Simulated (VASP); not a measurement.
# Pt in VASP: a series of runs, part 2 of 2

VASP 6.6.1. Earlier steps stand in the parts before.

## 4. Single point, PBEsol

Input file INCAR:

```
ALGO     = Normal         # electronic algorithm
DIPOL    = 0.5 0.5 0.500
EDIFF    = 1E-6           # SCF threshold, eV
ENCUT    = 520            # plane-wave cutoff, eV
GGA      = PS             # functional
ICORELEVEL= 1            
IDIPOL   = 3            
ISIF     = 2              # what is computed and relaxed
ISMEAR   = 1              # smearing method
KPAR     = 2            
LASPH    = True           # aspherical terms in the spheres
LCHARG   = False          # write CHGCAR
LDIPOL   = True         
LREAL    = False          # projectors in reciprocal space
LVACPOTAV= True         
LVHAR    = True         
LWAVE    = False          # write WAVECAR
NELM     = 80             # most SCF steps
PREC     = Accurate       # precision mode
SIGMA    = 0.1            # smearing width, eV
```

Input file KPOINTS:

```
k-points
0
Gamma
  15 15 1
```

Input file POSCAR:

```
Pt                                      
1.0
    2.7689424700      0.0000000000      0.0000000000
   -1.3844712400      2.3979745200      0.0000000000
    0.0000000000      0.0000000000     26.3041603100
  Pt            
     6
Direct
     0.6666666699999979    0.3333333300000021    0.2847480923786280
     0.3333333300000021    0.6666666699999979    0.3715857443199597
     0.0000000000000000    0.0000000000000000    0.4572907868645826
     0.6666666699999979    0.3333333300000021    0.5427092131354174
     0.3333333300000021    0.6666666699999979    0.6284142556800402
     0.0000000000000000    0.0000000000000000    0.7152519076213721
```

Potentials or basis: VASP PAW PBE potentials, release 64 (Pt).

On the command line:

```sh
cat potpaw_PBE.64/Pt/POTCAR > POTCAR
mpirun -np 2 vasp_std > vasp.out
```

OUTCAR:

```text
EDIFF = 1E-6
   ENCUT = 520
   GGA = PS
   ISIF = 2
   ISMEAR = 1
   LASPH = True
   LREAL = False
   NELM = 80
   PREC = Accurate

 ion  position               nearest neighbor table
   1  0.667  0.333  0.285-   2 2.79   2 2.79   2 2.79
   2  0.333  0.667  0.372-   3 2.76   3 2.76   3 2.76   1 2.79   1 2.79   1 2.79
   3  0.000  0.000  0.457-   4 2.76   4 2.76   4 2.76   2 2.76   2 2.76   2 2.76
   4  0.667  0.333  0.543-   3 2.76   3 2.76   3 2.76   5 2.76   5 2.76   5 2.76
   5  0.333  0.667  0.628-   4 2.76   4 2.76   4 2.76   6 2.79   6 2.79   6 2.79
   6  0.000  0.000  0.715-   5 2.79   5 2.79   5 2.79

  LATTYP: Found a hexagonal cell.
 ALAT       =     2.7689424700
 C/A-ratio  =     9.4997135531

  Lattice vectors:

 A1 = (   2.7689424700,   0.0000000000,   0.0000000000)
 A2 = (  -1.3844712400,   2.3979745200,   0.0000000000)
 A3 = (   0.0000000000,   0.0000000000,  26.3041603100)

Analysis of symmetry for initial positions (statically):
=====================================================================
 Subroutine PRICEL returns:
 Original cell was already a primitive cell.

 Routine SETGRP: Setting up the symmetry group for a
 hexagonal supercell.

 Subroutine GETGRP returns: Found 12 space group operations
 (whereof  6 operations were pure point group operations)
 out of a pool of 24 trial point group operations.

The static configuration has the point symmetry C_3v.
 The point group associated with its full space group is D_3d.

Analysis of symmetry for dynamics (positions and initial velocities):
=====================================================================
 Subroutine PRICEL returns:
 Original cell was already a primitive cell.

 Routine SETGRP: Setting up the symmetry group for a
[... 166 lines left out ...]

 the core state eigenenergies are
   1-  1s -78395.1485  2s -13764.7744  2p -11925.0459  3s  -3228.6152  3p  -2693.1158
       3d  -2113.4898  4s   -688.8957  4p   -513.3367  4d   -300.4076  4f    -63.8116
       5s    -95.2346  5p    -49.3218
   2-  1s -78395.5174  2s -13765.1651  2p -11925.4347  3s  -3229.0214  3p  -2693.5220
       3d  -2113.8949  4s   -689.3238  4p   -513.7671  4d   -300.8407  4f    -64.2495
       5s    -95.7130  5p    -49.8130
   3-  1s -78395.5844  2s -13765.2377  2p -11925.5070  3s  -3229.0956  3p  -2693.5962
       3d  -2113.9692  4s   -689.4006  4p   -513.8443  4d   -300.9183  4f    -64.3278
       5s    -95.7964  5p    -49.8980
   4-  1s -78395.5844  2s -13765.2377  2p -11925.5070  3s  -3229.0956  3p  -2693.5962
       3d  -2113.9692  4s   -689.4006  4p   -513.8443  4d   -300.9183  4f    -64.3278
       5s    -95.7964  5p    -49.8980
   5-  1s -78395.5174  2s -13765.1651  2p -11925.4347  3s  -3229.0214  3p  -2693.5220
       3d  -2113.8949  4s   -689.3238  4p   -513.7671  4d   -300.8407  4f    -64.2495
       5s    -95.7130  5p    -49.8130
   6-  1s -78395.1485  2s -13764.7744  2p -11925.0459  3s  -3228.6152  3p  -2693.1158
       3d  -2113.4898  4s   -688.8957  4p   -513.3367  4d   -300.4076  4f    -63.8116
       5s    -95.2346  5p    -49.3218

 E-fermi :   2.8765     XC(G=0):  -7.7276

 val. band max:        2.8628137009   @ k =   0.4667   0.0667   0.0000
 cond. band min:       2.8783553662   @ k =   0.4667   0.0667   0.0000
 fundamental gap:      0.0155416653
 Fermi energy:         2.8764749639

 k-point     1 :       0.0000    0.0000    0.0000
  band No.  band energies     occupation
      1      -7.2194      2.00000
      2      -6.4150      2.00000
      3      -5.4626      2.00000
      4      -4.7389      2.00000
      5      -4.3160      2.00000
      6      -4.2725      2.00000
[... 925 lines left out ...]
     35       7.7010      0.00000
     36       8.0921      0.00000

 [... further k-points ...]

------------------------ aborting loop because EDIFF is reached ----------------------------------------

  FORCE on cell =-STRESS in cart. coord.  units (eV):
  Direction    XX          YY          ZZ          XY          YZ          ZX
  --------------------------------------------------------------------------------------
  -------------------------------------------------------------------------------------
  Total       -5.0689723     -5.0689723     -0.2503311      0.0000000      0.0000000     -0.0000000
  in kB      -46.4994231    -46.4994231     -2.2963732      0.0000001      0.0000000     -0.0000000
  external PRESSURE =     -31.7650731 kB  Pullay stress =       0.0000000 kB

 VOLUME and BASIS-vectors are now :
 -----------------------------------------------------------------------------
  energy-cutoff  :      520.00
  volume of cell :      174.66
      direct lattice vectors                 reciprocal lattice vectors
     2.768942470  0.000000000  0.000000000     0.361148710  0.208509306  0.000000000
    -1.384471240  2.397974520  0.000000000     0.000000000  0.417018610  0.000000000
     0.000000000  0.000000000 26.304160310     0.000000000  0.000000000  0.038016800

 POSITION                                       TOTAL-FORCE (eV/Angst)
 -----------------------------------------------------------------------------------
      1.38447      0.79932      7.49006        -0.000000      0.000000      0.007013
     -0.00000      1.59865      9.77425         0.000000     -0.000000      0.015861
      0.00000      0.00000     12.02865        -0.000000      0.000000     -0.003274
      1.38447      0.79932     14.27551         0.000000     -0.000000      0.003274
     -0.00000      1.59865     16.52991         0.000000      0.000000     -0.015861
      0.00000      0.00000     18.81410         0.000000     -0.000000     -0.007013
 -----------------------------------------------------------------------------------
    total drift:                               -0.000000      0.000000      0.000001

  FREE ENERGIE OF THE ION-ELECTRON SYSTEM (eV)
  ---------------------------------------------------
  free  energy   TOTEN  =       -40.2790406856 eV

  energy  without entropy=      -40.2838804962  energy(sigma->0) =      -40.28065396

 vacuum level on the upper side and lower side of the slab         8.750         8.750
```

Wall time 3.4 min (2 MPI ranks of Intel Xeon Platinum 8259CL at 2.50GHz (Skylake/Cascade Lake), shared host); peak memory 0.37 GiB.

Results:

```yaml
Free_energy: -40.2790 eV
Largest_force: 0.016 eV/Å
Band_gap_on_the_k_mesh: none (metal or under the smearing width)
Work_function_of_the_upper_face: 5.87 eV
Work_function_of_the_lower_face: 5.87 eV
```

Forces in eV/Å, atoms in the order of the input:
```
Pt   0.000  0.000  0.007
Pt   0.000  0.000  0.016
Pt   0.000  0.000 -0.003
Pt   0.000  0.000  0.003
Pt   0.000  0.000 -0.016
Pt   0.000  0.000 -0.007
```

Core levels (eV, on the scale of the bands):
```
atom                                                                                                                                    levels
1 Pt  1s -78395.1, 2s -13764.8, 2p -11925.0, 3s -3228.6, 3p -2693.1, 3d -2113.5, 4s -688.9, 4p -513.3, 4d -300.4, 4f -63.8, 5s -95.2, 5p -49.3
2 Pt  1s -78395.5, 2s -13765.2, 2p -11925.4, 3s -3229.0, 3p -2693.5, 3d -2113.9, 4s -689.3, 4p -513.8, 4d -300.8, 4f -64.2, 5s -95.7, 5p -49.8
3 Pt  1s -78395.6, 2s -13765.2, 2p -11925.5, 3s -3229.1, 3p -2693.6, 3d -2114.0, 4s -689.4, 4p -513.8, 4d -300.9, 4f -64.3, 5s -95.8, 5p -49.9
4 Pt  1s -78395.6, 2s -13765.2, 2p -11925.5, 3s -3229.1, 3p -2693.6, 3d -2114.0, 4s -689.4, 4p -513.8, 4d -300.9, 4f -64.3, 5s -95.8, 5p -49.9
5 Pt  1s -78395.5, 2s -13765.2, 2p -11925.4, 3s -3229.0, 3p -2693.5, 3d -2113.9, 4s -689.3, 4p -513.8, 4d -300.8, 4f -64.2, 5s -95.7, 5p -49.8
6 Pt  1s -78395.1, 2s -13764.8, 2p -11925.0, 3s -3228.6, 3p -2693.1, 3d -2113.5, 4s -688.9, 4p -513.3, 4d -300.4, 4f -63.8, 5s -95.2, 5p -49.3
```

Caveat: the PAW data sets were made with another functional, which shifts forces and pressure a little. The run has no spin-orbit coupling, so splittings on Pt are missing.
